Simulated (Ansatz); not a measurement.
Structure: AlGa3As4, ordered on the zincblende lattice (P-4m2) with 8 atoms a cell, at its r2SCAN minimum. The symmetry is P-4m2 (No. 115, tetragonal); conventional cell a = 4.013 Å, c = 11.319 Å, 22.78 Å³ an atom. Al has 4 As at 2.45 Å; As has 2 Al at 2.45 Å and 2 Ga at 2.46 Å; Ga has 4 As at 2.45–2.46 Å; As has 4 Ga at 2.45 Å; Ga has 4 As at 2.45 Å.

```
Al As Ga
1.0
     4.01291    0.00000    0.00000
     0.00000    4.01291    0.00000
     0.00000    0.00000   11.31930
Al As Ga
1 4 3
Cartesian
  0.0000 0.0000 0.0000
  0.0000 2.0065 1.4125
  2.0065 0.0000 4.2463
  0.0000 2.0065 7.0730
  2.0065 0.0000 9.9068
  2.0065 2.0065 2.8324
  0.0000 0.0000 5.6597
  2.0065 2.0065 8.4870
```

4 runs of Ansatz on this cell differ in the functional (and in the settings that go with it). Levels are in eV from each run's valence top; v1 is the last filled band, c1 the first empty one.

Run A, mean stress 0.0 GPa (compression positive):

| point | v2 | v1 | c1 | c2 |
| --- | --- | --- | --- | --- |
| Γ | 0.00 | 0.00 | 1.29 | 1.78 |
| X | -1.07 | -1.05 | 1.41 | 1.86 |
| M | -2.61 | -2.60 | 1.78 | 1.78 |
| Z | -0.54 | -0.54 | 1.74 | 1.93 |
| R | -1.10 | -1.10 | 2.47 | 2.54 |
| A | -2.95 | -2.95 | 2.76 | 2.76 |

Run B, mean stress +0.4 GPa (compression positive):

| point | v2 | v1 | c1 | c2 |
| --- | --- | --- | --- | --- |
| Γ | -0.04 | 0.00 | 2.27 | 2.71 |
| X | -1.18 | -1.13 | 2.40 | 2.84 |
| M | -2.81 | -2.80 | 2.69 | 2.69 |
| Z | -0.61 | -0.61 | 2.70 | 2.90 |
| R | -1.22 | -1.22 | 3.53 | 3.61 |
| A | -3.18 | -3.18 | 3.72 | 3.72 |

Run C, mean stress +0.6 GPa (compression positive):

| point | v2 | v1 | c1 | c2 |
| --- | --- | --- | --- | --- |
| Γ | -0.02 | 0.00 | 1.67 | 2.07 |
| X | -1.13 | -1.10 | 1.79 | 2.21 |
| M | -2.75 | -2.74 | 2.06 | 2.06 |
| Z | -0.58 | -0.58 | 2.06 | 2.26 |
| R | -1.17 | -1.17 | 2.89 | 2.96 |
| A | -3.11 | -3.11 | 3.07 | 3.07 |

Run D, mean stress +2.5 GPa (compression positive):

| point | v2 | v1 | c1 | c2 |
| --- | --- | --- | --- | --- |
| Γ | 0.00 | 0.00 | 0.79 | 1.47 |
| X | -1.03 | -1.02 | 1.03 | 1.45 |
| M | -2.52 | -2.51 | 1.47 | 1.47 |
| Z | -0.53 | -0.53 | 1.43 | 1.64 |
| R | -1.07 | -1.07 | 2.10 | 2.17 |
| A | -2.86 | -2.86 | 2.42 | 2.42 |

Question: Match the runs to PBE, r2SCAN, HSE06, PBE0.

Answer: A is r2SCAN, B is PBE0, C is HSE06, D is PBE. In order of the gap: PBE 0.79, r2SCAN 1.29, HSE06 1.67, PBE0 2.27 eV. The stress vanishes for r2SCAN, which relaxed the cell.

These are computed values for a spin-unpolarised cell that may be hypothetical; none is a measurement.

Spin-orbit coupling is left out.

The stress of a hybrid is loosely converged in these runs.

The meshes of the hybrids are coarse, so their gaps aren't converged to the digits shown.
